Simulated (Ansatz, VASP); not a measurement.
## Zr: VASP beside Ansatz

```
Zr
1.0
    -1.83604    1.83604    1.83604
     1.83604   -1.83604    1.83604
     1.83604    1.83604   -1.83604
Zr
1
Direct
  0.00000 0.00000 0.00000
```

Alike in both runs: task single point; functional PBE; k mesh 14 × 14 × 14; occupations fermi-dirac, width 0.1 eV; no spin polarisation.

|  | VASP | Ansatz |
| --- | --- | --- |
| version | VASP 6.6.1 | Ansatz 0.2.0 |
| potentials or method | VASP PAW PBE potentials, release 64 (Zr_sv) | plane waves (420 eV) with PAW, scalar-relativistic |
| plane-wave cutoff (eV) | 520 | 420 |
| valence electrons in the cell | 12 | 12 |

|  | VASP | Ansatz | Ansatz less VASP |
| --- | --- | --- | --- |
| pressure (GPa) | -6.0 | -6.0 | -0.02 |
